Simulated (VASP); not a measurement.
# Hg (I4/mmm) in VASP: further runs

Runs on Hg. Level: r2SCAN. Tasks: single point.

All numbers are computed with VASP 6.6.1; they aren't measurements. Logs are shortened: lines on timing, memory, paths and dates and some standing lists are left out, and cuts for length are marked.

## (1) The crystal as given

Symmetry: I4/mmm, No. 139, tetragonal system. Conventional cell: a = 4.139 Å, b = 4.139 Å, c = 3.605 Å, α = 90.00°, β = 90.00°, γ = 90.00°. Hg (site symmetry 4/mmm) has 10 Hg at 3.44 to 3.60 Å as nearest neighbours.

## (2) Single point, r2SCAN

File POSCAR:

```
Hg
1.0
   -2.0696950000      2.0696950000      1.8022580000
    2.0696950000     -2.0696950000      1.8022580000
    2.0696950000      2.0696950000     -1.8022580000
Hg
1
Direct
    0.0000000000      0.0000000000      0.0000000000
```

File INCAR.step1:

```
ALGO     = Normal         # electronic algorithm
EDIFF    = 1E-4           # SCF threshold, eV
ENCUT    = 520            # plane-wave cutoff, eV
GGA      = PE             # functional
ISMEAR   = -5             # smearing method
LASPH    = True           # aspherical terms in the spheres
LCHARG   = False          # write CHGCAR
LREAL    = False          # projectors in reciprocal space
LWAVE    = True           # write WAVECAR
NBANDS   = 12             # bands
NELM     = 100            # most SCF steps
PREC     = Accurate       # precision mode
SIGMA    = 0.08           # smearing width, eV
```

File INCAR.step2:

```
ALGO     = Normal         # electronic algorithm
EDIFF    = 1E-6           # SCF threshold, eV
ENCUT    = 520            # plane-wave cutoff, eV
ISIF     = 2              # what is computed and relaxed
ISMEAR   = -1             # smearing method
ISTART   = 1            
LASPH    = True           # aspherical terms in the spheres
LCHARG   = False          # write CHGCAR
LMIXTAU  = True         
LORBIT   = 11             # projections on sites
LREAL    = False          # projectors in reciprocal space
LWAVE    = False          # write WAVECAR
METAGGA  = R2SCAN         # meta-GGA
NBANDS   = 12             # bands
NELM     = 100            # most SCF steps
PREC     = Accurate       # precision mode
SIGMA    = 0.08           # smearing width, eV
```

File KPOINTS:

```
k-points
0
Gamma
  13 13 13
```

Potentials or basis: VASP PAW PBE potentials, release 64 (Hg).

The run is started by

```sh
> cat potpaw_PBE.64/Hg/POTCAR > POTCAR
> cp INCAR.step1 INCAR
> mpirun -np 1 vasp_std > vasp.out
> cp INCAR.step2 INCAR
> mpirun -np 1 vasp_std > vasp.out
```

OUTCAR:

```text
EDIFF = 1E-6
   ENCUT = 520
   ISIF = 2
   ISMEAR = -1
   ISTART = 1
   LASPH = True
   LORBIT = 11
   LREAL = False
   METAGGA = R2SCAN
   NELM = 100
   PREC = Accurate

 ion  position               nearest neighbor table
   1  0.000  0.000  0.000-

  LATTYP: Found a body centered tetragonal cell.
 ALAT       =     4.1393900000
 C/A-ratio  =     0.8707843426

  Lattice vectors:

 A1 = (  -2.0696950000,   2.0696950000,   1.8022580000)
 A2 = (   2.0696950000,  -2.0696950000,   1.8022580000)
 A3 = (   2.0696950000,   2.0696950000,  -1.8022580000)

Analysis of symmetry for initial positions (statically):
=====================================================================
 Subroutine PRICEL returns:
 Original cell was already a primitive cell.

 Routine SETGRP: Setting up the symmetry group for a
 body centered tetragonal supercell.

 Subroutine GETGRP returns: Found 16 space group operations
 (whereof 16 operations were pure point group operations)
 out of a pool of 16 trial point group operations.

The static configuration has the point symmetry D_4h.

Analysis of symmetry for dynamics (positions and initial velocities):
=====================================================================
 Subroutine PRICEL returns:
 Original cell was already a primitive cell.

 Routine SETGRP: Setting up the symmetry group for a
 body centered tetragonal supercell.

 Subroutine GETGRP returns: Found 16 space group operations
 (whereof 16 operations were pure point group operations)
 out of a pool of 16 trial point group operations.

The dynamic configuration has the point symmetry D_4h.

 Subroutine INISYM returns: Found 16 space group operations
 (whereof 16 operations are pure point group operations),
 and found     1 'primitive' translations

----------------------------------------------------------------------------------------

                                     Primitive cell

  volume of cell :      30.8809

  direct lattice vectors                    reciprocal lattice vectors
    -2.069695000  2.069695000  1.802258000     0.000000000  0.241581489  0.277429758
     2.069695000 -2.069695000  1.802258000     0.241581489  0.000000000  0.277429758
     2.069695000  2.069695000 -1.802258000     0.241581489  0.241581489  0.000000000

  length of vectors
     3.437354897  3.437354897  3.437354897     0.367870747  0.367870747  0.341647818

  position of ions in fractional coordinates (direct lattice)
     0.000000000  0.000000000  0.000000000

  ion indices of the primitive-cell ions
   primitive index   ion index
                 1           1

----------------------------------------------------------------------------------------

 KPOINTS: k-points

Automatic generation of k-mesh.
 Grid dimensions read from file:
 generate k-points for:   13   13   13

 Generating k-lattice:

  Cartesian coordinates                     Fractional coordinates (reciprocal lattice)
     0.000000000  0.018583191  0.021340751     0.076923077 -0.000000000  0.000000000
     0.018583191  0.000000000  0.021340751    -0.000000000  0.076923077  0.000000000
     0.018583191  0.018583191  0.000000000     0.000000000  0.000000000  0.076923077

  Length of vectors
     0.028297750  0.028297750  0.026280601

  Shift w.r.t. Gamma in fractional coordinates (k-lattice)
     0.000000000  0.000000000  0.000000000

 Subroutine IBZKPT returns following result:
 ===========================================

 Found    196 irreducible k-points:

 Following reciprocal coordinates:
            Coordinates               Weight
  0.000000  0.000000  0.000000      1.000000
  0.076923 -0.000000  0.000000      8.000000
  0.153846  0.000000  0.000000      8.000000
  0.230769  0.000000  0.000000      8.000000
  0.307692  0.000000  0.000000      8.000000
  0.384615  0.000000  0.000000      8.000000
[... 16 lines left out ...]
  0.384615  0.153846 -0.000000     16.000000
  0.461538  0.153846  0.000000     16.000000
 [... further k-points ...]
   k-points           NKPTS =    196   k-points in BZ     NKDIM =    196   number of bands    NBANDS=     12
   number of dos      NEDOS =    301   number of ions     NIONS =      1
   total plane-waves  NPLWV =  21952
   dimension x,y,z NGX =    28 NGY =   28 NGZ =   28
   dimension x,y,z NGXF=    56 NGYF=   56 NGZF=   56
   ions per type =               1
   NGX,Y,Z   is equivalent  to a cutoff of  13.54, 13.54, 13.54 a.u.
   NGXF,Y,Z  is equivalent  to a cutoff of  27.08, 27.08, 27.08 a.u.
 SYSTEM =  unknown system
   PREC   = accura    normal or accurate (medium, high low for compatibility)
   ISTART =      1    job   : 0-new  1-cont  2-samecut
   ICHARG =      0    charge: 1-file 2-atom 10-const
   ISPIN  =      1    spin polarized calculation?
   LNONCOLLINEAR =      F non collinear calculations
   LSORBIT =      F    spin-orbit coupling
   LASPH  =      T    aspherical Exc in radial PAW
   ENCUT  =  520.0 eV  38.22 Ry    6.18 a.u.   6.39  6.39  6.39*2*pi/ulx,y,z
   NELM   =    100;   NELMIN=  2; NELMDL=  0     # of ELM steps
   EDIFF  = 0.1E-05   stopping-criterion for ELM
   LREAL  =      F    real-space projection
   EDIFFG = 0.1E-04   stopping-criterion for IOM
   NSW    =      0    number of steps for IOM
   IBRION =     -1    ionic relax: 0-MD 1-quasi-New 2-CG
   NFREE  =      0    steps in history (QN), initial steepest desc. (CG)
   ISIF   =      2    stress and relaxation
   ISYM   =      2    0-nonsym 1-usesym 2-fastsym
   POTIM  = 0.5000    time-step for ionic-motion
   TEBEG  =    0.0;   TEEND  =   0.0 temperature during run
   PSTRESS=    0.0 pullay stress
   NELECT =      12.0000    total number of electrons
   NUPDOWN=      -1.0000    fix difference up-down
   EMIN   =  10.00;   EMAX   =-10.00  energy-range for DOS
   EFERMI =   0.00;   METHOD = LEGACY
   ISMEAR =    -1;   SIGMA  =   0.08  broadening in eV -4-tet -1-fermi 0-gaus
   EFERMI_NEDOS =   21; number of points for ismear=-14 and -15
   IALGO  =     38    algorithm
   IMIX   =      4    mixing-type and parameters
     AMIX     =   0.40;   BMIX     =  1.00
     AMIX_MAG =   1.60;   BMIX_MAG =  1.00
  volume/ion in A,a.u.               =      30.88       208.39
  Fermi-wavevector in a.u.,A,eV,Ry     =   1.194645  2.257551 19.417902  1.427176
  Thomas-Fermi vector in A             =   2.330630
   LORBIT       =     11    0 simple, 1 ext, 2 COOP (PROOUT), +10 PAW based schemes
   METAGGA = R2SCAN    functional components
   LHFCALC =     F    Hartree Fock is set to
   AEXX    =    0.0000 exact exchange contribution
   IVDW    =     0    specifies the selected vdW correction
   LEPSILON=     F    determine dielectric tensor
   LRPA    =     F    only Hartree local field effects (RPA)
 non-spin polarized calculation
  energy-cutoff  :      520.00
  volume of cell :       30.88
 maximum number of plane-waves:       855
 NGX is ok and might be reduce to    28

 number of electron      12.0000002 magnetization

 Free energy of the ion-electron system (eV)
  ---------------------------------------------------
  ext. energy  EPLUGINS =         0.00000000
  ---------------------------------------------------
  free energy    TOTEN  =       -49.34428641 eV

  energy without entropy =      -49.34180913  energy(sigma->0) =      -49.34304777

 E-fermi :   0.8047     XC(G=0):  -9.9030

 val. band max:        0.7935466553   @ k =  -0.4615   0.4615   0.0769
 cond. band min:       0.9048257443   @ k =   0.4615   0.0769   0.0000
 fundamental gap:      0.1112790890
 Fermi energy:         0.8047490734

 k-point     1 :       0.0000    0.0000    0.0000
  band No.  band energies     occupation
      1      -6.4995      2.00000
      2      -6.0832      2.00000
      3      -5.8311      2.00000
      4      -5.8311      2.00000
      5      -5.6079      2.00000
      6      -5.3271      2.00000
      7      12.9662      0.00000
      8      12.9662      0.00000
      9      15.2727      0.00000
     10      16.1811      0.00000
     11      16.1811      0.00000
     12      16.9849      0.00000

 k-point     2 :       0.0769   -0.0000    0.0000
  band No.  band energies     occupation
      1      -6.3617      2.00000
      2      -6.0647      2.00000
      3      -5.8279      2.00000
      4      -5.8215      2.00000
      5      -5.5947      2.00000
      6      -5.3430      2.00000
      7      12.4485      0.00000
      8      12.6325      0.00000
      9      14.0910      0.00000
     10      15.6385      0.00000
     11      15.8671      0.00000
     12      16.6884      0.00000

 k-point     3 :       0.1538    0.0000    0.0000
  band No.  band energies     occupation
      1      -6.0749      2.00000
      2      -6.0562      2.00000
      3      -5.7487      2.00000
      4      -5.7060      2.00000
      5      -5.5472      2.00000
      6      -5.3796      2.00000
      7      10.7269      0.00000
      8      11.8023      0.00000
      9      12.3579      0.00000
     10      14.7004      0.00000
     11      15.3095      0.00000
     12      16.8645      0.00000

 k-point     4 :       0.2308    0.0000    0.0000
  band No.  band energies     occupation
      1      -6.1006      2.00000
      2      -6.0722      2.00000
      3      -5.5801      2.00000
      4      -5.4658      2.00000
      5      -5.4248      2.00000
      6      -5.0356      2.00000
      7       8.1605      0.00000
      8      10.7843      0.00000
      9      11.3353      0.00000
     10      13.8899      0.00000
     11      14.8390      0.00000
     12      17.3367      0.00000

 k-point     5 :       0.3077    0.0000    0.0000
  band No.  band energies     occupation
      1      -6.1722      2.00000
      2      -6.1668      2.00000
      3      -5.4547      2.00000
      4      -5.3690      2.00000
      5      -5.3686      2.00000
      6      -3.9976      2.00000
      7       5.6032      0.00000
      8       9.8249      0.00000
      9      10.5548      0.00000
     10      13.3393      0.00000
     11      14.5094      0.00000
     12      17.8696      0.00000
[... 228 lines left out ...]
      1      -6.2042      2.00000
      2      -5.9973      2.00000
      3      -5.5851      2.00000
      4      -5.4947      2.00000
      5      -5.2541      2.00000
      6      -3.3859      2.00000
      7       5.1778      0.00000
      8       8.1383      0.00000
      9       9.8066      0.00000
     10      14.6716      0.00000
     11      15.7464      0.00000
     12      16.5337      0.00000

 k-point    22 :       0.3077    0.1538    0.0000
  band No.  band energies     occupation
      1      -6.2504      2.00000
      2      -6.0773      2.00000
      3      -5.5250      2.00000
      4      -5.4035      2.00000
      5      -5.1828      2.00000
      6      -2.0876      2.00000
      7       3.1296      0.00000
      8       7.1369      0.00000
      9       9.4336      0.00000
     10      14.2528      0.00000
     11      16.3352      0.00000
     12      16.5694      0.00000

 k-point    23 :       0.3846    0.1538   -0.0000
  band No.  band energies     occupation
      1      -6.2676      2.00000
      2      -6.1230      2.00000
      3      -5.5193      2.00000
      4      -5.3250      2.00000
      5      -5.1497      2.00000
      6      -0.8051      2.00000
      7       1.4967      0.00035
      8       6.5390      0.00000
      9       9.3402      0.00000
     10      14.0085      0.00000
     11      16.6430      0.00000
     12      17.0915      0.00000

 k-point    24 :       0.4615    0.1538    0.0000
  band No.  band energies     occupation
      1      -6.2457      2.00000
      2      -6.1255      2.00000
      3      -5.5059      2.00000
      4      -5.3421      2.00000
      5      -5.1797      2.00000
      6      -1.1621      2.00000
      7       1.9392      0.00000
      8       6.3597      0.00000
      9       9.5454      0.00000
     10      13.9080      0.00000
     11      16.8529      0.00000
     12      18.0240      0.00000

 [... further k-points ...]

------------------------ aborting loop because EDIFF is reached ----------------------------------------

  FORCE on cell =-STRESS in cart. coord.  units (eV):
  Direction    XX          YY          ZZ          XY          YZ          ZX
  --------------------------------------------------------------------------------------
  -------------------------------------------------------------------------------------
  Total       -0.2841935     -0.2841935     -0.2222013      0.0000000      0.0000000      0.0000000
  in kB      -14.7446726    -14.7446726    -11.5283597      0.0000000      0.0000000      0.0000000
  external PRESSURE =     -13.6725683 kB  Pullay stress =       0.0000000 kB

 VOLUME and BASIS-vectors are now :
 -----------------------------------------------------------------------------
  energy-cutoff  :      520.00
  volume of cell :       30.88
      direct lattice vectors                 reciprocal lattice vectors
    -2.069695000  2.069695000  1.802258000     0.000000000  0.241581489  0.277429758
     2.069695000 -2.069695000  1.802258000     0.241581489  0.000000000  0.277429758
     2.069695000  2.069695000 -1.802258000     0.241581489  0.241581489  0.000000000

 POSITION                                       TOTAL-FORCE (eV/Angst)
 -----------------------------------------------------------------------------------
      0.00000      0.00000      0.00000        -0.000000     -0.000000      0.000000
 -----------------------------------------------------------------------------------
    total drift:                                0.000000     -0.000000     -0.000000

  FREE ENERGIE OF THE ION-ELECTRON SYSTEM (eV)
  ---------------------------------------------------
  free  energy   TOTEN  =       -49.3442864141 eV

  energy  without entropy=      -49.3418091320  energy(sigma->0) =      -49.34304777

 total charge

# of ion       s       p       d       tot
------------------------------------------
    1        0.992   0.095   9.343  10.430
```

It took 2.1 min on 1 thread of Intel Xeon Platinum 8559C (Emerald Rapids), shared host; peak memory 0.21 GiB.

What came out:

- Free energy: -49.3443 eV
- Pressure: -1.4 GPa
- Band gap on the k mesh: none (metal or under the smearing width)
- Valence electrons inside the program's atomic spheres: Hg 10.43

Caveat: the PAW data sets were made with another functional, which shifts forces and pressure a little.

(Continued in part 2 of 2.)
